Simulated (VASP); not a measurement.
# CaO (Fm-3m) in VASP: elastic constants with PBEsol

Aim: the elastic constants of CaO with PBEsol.

Program: VASP 6.6.1. These are calculated values, not measurements. Logs are shortened: lines on timing, memory, paths and dates and some standing lists are left out, and cuts for length are marked.

## Step 1: Starting point

The structure is cubic, space group Fm-3m (No. 225). The conventional cell has a = 4.907 Å, b = 4.907 Å, c = 4.907 Å, α = 90.00°, β = 90.00°, γ = 90.00°. Ca (site symmetry m-3m) has 6 O at 2.45 Å as nearest neighbours. Around O (site symmetry m-3m) lie 6 Ca at 2.45 Å.

## Step 2: Elastic constants, PBEsol

POSCAR

```
CaO
1.0
    0.0000000000      2.4535000000      2.4535000000
    2.4535000000      0.0000000000      2.4535000000
    2.4535000000      2.4535000000      0.0000000000
Ca O
1 1
Direct
    0.0000000000      0.0000000000      0.0000000000
    0.5000000000      0.5000000000      0.5000000000
```

INCAR.step1

```
SYSTEM = CaO
PREC = Accurate ; ENCUT = 600
EDIFF = 1E-8 ; ISMEAR = 0
SIGMA = 0.02 ; LREAL = .FALSE.
LASPH = .TRUE. ; NELM = 100
ALGO = Fast ; ISIF = 3
LWAVE = .FALSE. ; LCHARG = .FALSE.
GGA = PS ; IBRION = 2
NSW = 40 ; EDIFFG = -0.002
```

INCAR.step2

```
SYSTEM = CaO
PREC = Accurate ; ENCUT = 600
EDIFF = 1E-8 ; ISMEAR = 0
SIGMA = 0.02 ; LREAL = .FALSE.
LASPH = .TRUE. ; NELM = 100
ALGO = Fast ; ISIF = 3
LWAVE = .FALSE. ; LCHARG = .FALSE.
GGA = PS ; IBRION = 6
NFREE = 2 ; POTIM = 0.015
NSW = 1
```

KPOINTS

```
Automatic mesh
0
G
  8 8 8
  0 0 0
```

Potentials or basis: VASP PAW PBE potentials, release 64 (Ca_sv, O).

Launch:

```
cat potpaw_PBE.64/Ca_sv/POTCAR potpaw_PBE.64/O/POTCAR > POTCAR
cp INCAR.step1 INCAR
mpirun -np 1 vasp_std > vasp.out
cp CONTCAR POSCAR
cp INCAR.step2 INCAR
mpirun -np 1 vasp_std > vasp.out
```

OUTCAR:

```text
SYSTEM = CaO
   PREC = Accurate
   ENCUT = 600
   EDIFF = 1E-8
   ISMEAR = 0
   LREAL = .FALSE.
   LASPH = .TRUE.
   NELM = 100
   ISIF = 3
   GGA = PS
   IBRION = 6
   NFREE = 2
   POTIM = 0.015
   NSW = 1

 ion  position               nearest neighbor table
   1  0.000  0.000  0.000-   2 2.39   2 2.39   2 2.39   2 2.39   2 2.39   2 2.39
   2  0.500  0.500  0.500-   1 2.39   1 2.39   1 2.39   1 2.39   1 2.39   1 2.39

  LATTYP: Found a face centered cubic cell.
 ALAT       =     4.7742602227

  Lattice vectors:

 A1 = (   0.0000000000,   2.3871301114,   2.3871301114)
 A2 = (   2.3871301114,   0.0000000000,   2.3871301114)
 A3 = (   2.3871301114,   2.3871301114,   0.0000000000)

Analysis of symmetry for initial positions (statically):
=====================================================================
 Subroutine PRICEL returns:
 Original cell was already a primitive cell.

 Routine SETGRP: Setting up the symmetry group for a
 face centered cubic supercell.

 Subroutine GETGRP returns: Found 48 space group operations
 (whereof 48 operations were pure point group operations)
 out of a pool of 48 trial point group operations.

The static configuration has the point symmetry O_h .

Analysis of symmetry for dynamics (positions and initial velocities):
=====================================================================
 Subroutine PRICEL returns:
 Original cell was already a primitive cell.

 Routine SETGRP: Setting up the symmetry group for a
 face centered cubic supercell.

 Subroutine GETGRP returns: Found 48 space group operations
 (whereof 48 operations were pure point group operations)
 out of a pool of 48 trial point group operations.

The dynamic configuration has the point symmetry O_h .

 Subroutine INISYM returns: Found 48 space group operations
 (whereof 48 operations are pure point group operations),
[... 356 lines left out ...]
      8       2.3075      2.00000
      9       7.0357      0.00000
     10       8.5494      0.00000
     11       8.5504      0.00000
     12       8.5504      0.00000
[... 331 lines left out ...]
 k-point    24 :      -0.3750    0.2500    0.1250
  band No.  band energies     occupation
      1     -34.8607      2.00000
      2     -16.8214      2.00000
      3     -16.0867      2.00000
      4     -15.9603      2.00000
      5     -12.1603      2.00000
      6       0.1830      2.00000
      7       1.1420      2.00000
      8       1.2091      2.00000
      9       9.0898      0.00000
     10       9.1570      0.00000
     11      11.2133      0.00000
     12      11.4079      0.00000

 [... further k-points ...]
[... 5 lines left out ...]
  --------------------------------------------------------------------------------------
  -------------------------------------------------------------------------------------
  Total        0.0132703      0.0067278      0.0067278      0.0000000      0.0000000      0.0000000
  in kB        0.7815069      0.3962090      0.3962090      0.0000000      0.0000000      0.0000000
  external PRESSURE =       0.5246416 kB  Pullay stress =       0.0000000 kB
[... 17 lines left out ...]
  FREE ENERGIE OF THE ION-ELECTRON SYSTEM (eV)
  ---------------------------------------------------
  free  energy   TOTEN  =       -13.4133050575 eV

  energy  without entropy=      -13.4133050575  energy(sigma->0) =      -13.41330506

 INTERNAL STRAIN TENSORS FROM STRAINED CELLS
 ============================================

 INTERNAL STRAIN TENSOR FOR ION    1 for displacements in x,y,z  (eV/Angst):
          X           Y           Z          XY          YZ          ZX
  --------------------------------------------------------------------------------
  x     0.00000     0.00000    -0.00000     0.00000     0.00000     0.00000
  y    -0.00000    -0.00000     0.00000     0.00000     0.00000    -0.00000
  z     0.00000    -0.00000    -0.00000    -0.00000     0.00000    -0.00000

 INTERNAL STRAIN TENSORS FROM DISPLACED ATOMS
 ============================================

 INTERNAL STRAIN TENSOR FOR ION    1 for displacements in x,y,z  (eV/Angst):
          X           Y           Z          XY          YZ          ZX
  --------------------------------------------------------------------------------
  x     0.00000     0.00000     0.00000     0.00000     0.00000     0.00000
  y     0.00000     0.00000     0.00000     0.00000     0.00000     0.00000
  z     0.00000     0.00000     0.00000     0.00000     0.00000     0.00000

 INTERNAL STRAIN TENSOR FOR ION    2 for displacements in x,y,z  (eV/Angst):
          X           Y           Z          XY          YZ          ZX
  --------------------------------------------------------------------------------
  x     0.00000     0.00000     0.00000     0.00000     0.00000     0.00000
  y     0.00000     0.00000     0.00000     0.00000     0.00000     0.00000
  z     0.00000     0.00000     0.00000     0.00000     0.00000     0.00000

 Eigenvectors and eigenvalues of the dynamical matrix
 ----------------------------------------------------

   1 f  =    8.291232 THz    52.095348 2PiTHz  276.565735 cm-1    34.289766 meV
             X         Y         Z           dx          dy          dz
      0.000000  0.000000  0.000000    -0.534392    0.000000    0.000000
      2.387130  2.387130  2.387130     0.845237    0.000000    0.000000
[... 21 lines left out ...]
   6 f/i=    0.002369 THz     0.014888 2PiTHz    0.079035 cm-1     0.009799 meV
             X         Y         Z           dx          dy          dz
      0.000000  0.000000  0.000000    -0.845237    0.000000    0.000000
      2.387130  2.387130  2.387130    -0.534392    0.000000    0.000000

--------------------------------------------------------------------------------------------------------

 ELASTIC MODULI CONTR FROM IONIC RELAXATION (kBar)
 Direction    XX          YY          ZZ          XY          YZ          ZX
 --------------------------------------------------------------------------------
 XX           0.0000      0.0000      0.0000      0.0000      0.0000      0.0000
 YY           0.0000      0.0000      0.0000      0.0000      0.0000      0.0000
 ZZ           0.0000      0.0000      0.0000      0.0000      0.0000      0.0000
 XY           0.0000      0.0000      0.0000      0.0000      0.0000      0.0000
 YZ           0.0000      0.0000      0.0000      0.0000      0.0000      0.0000
 ZX           0.0000      0.0000      0.0000      0.0000      0.0000      0.0000
 --------------------------------------------------------------------------------

 TOTAL ELASTIC MODULI (kBar)
 Direction    XX          YY          ZZ          XY          YZ          ZX
 --------------------------------------------------------------------------------
 XX        2299.7227    579.9904    579.9904     -0.0000      0.0000      0.0000
 YY         579.9904   2299.7227    579.9904      0.0000     -0.0000      0.0000
 ZZ         579.9904    579.9904   2299.7227     -0.0000     -0.0000      0.0000
 XY          -0.0000      0.0000     -0.0000    766.1131      0.0000      0.0000
 YZ           0.0000     -0.0000     -0.0000      0.0000    766.1131      0.0000
 ZX           0.0000      0.0000      0.0000      0.0000      0.0000    766.1131
 --------------------------------------------------------------------------------
```

Wall time 7.1 min (1 thread of Intel Xeon 6975P-C (Granite Rapids), shared host); peak memory 0.26 GiB.

Results:

```
Relaxed volume                                          : 13.60 Å³/atom
Relaxed cell                                            : a = 3.376 Å, b = 3.376 Å, c = 3.376 Å, α = 60.00°, β = 60.00°, γ = 60.00°
Space group after relaxing (to 0.05 Å)                  : Fm-3m (No. 225)
Elastic constants C11, C12, C44                         : 230, 58, 77 GPa
Voigt bulk modulus                                      : 115 GPa
Highest phonon frequency at Γ, LO-TO splitting left out : 277 cm⁻¹
```

The path:
```tsv
step	energy change (eV)	largest force (eV/Å)	pressure (GPa)	volume (Å³)
1	0.0000	0.0000	-7.91	29.54
2	-0.0556	0.0000	3.09	26.53
3	-0.0620	0.0000	0.01	27.21
```

Final structure:
```yaml
crystal:
  lattice:
    - [0.00000, 2.38713, 2.38713]
    - [2.38713, 0.00000, 2.38713]
    - [2.38713, 2.38713, 0.00000]
  atoms:
    - { symbol: Ca, position: [0.00000, 0.00000, 0.00000] }
    - { symbol: O, position: [0.50000, 0.50000, 0.50000] }
```

Phonon frequencies in cm⁻¹ (negative: imaginary):
```csv
q point,frequencies
"(0.000, 0.000, 0.000)",0 0 0 277 277 277
```

Elastic tensor in Voigt notation (GPa, in the Cartesian axes of the cell as first typed):
```
230  58  58   0   0   0
 58 230  58   0   0   0
 58  58 230   0   0   0
  0   0   0  77   0   0
  0   0   0   0  77   0
  0   0   0   0   0  77
```

Clamped-ion elastic tensor (GPa):
```
230  58  58   0   0   0
 58 230  58   0   0   0
 58  58 230   0   0   0
  0   0   0  77   0   0
  0   0   0   0  77   0
  0   0   0   0   0  77
```

Caveat: the PAW data sets were made with another functional, which shifts forces and pressure a little.
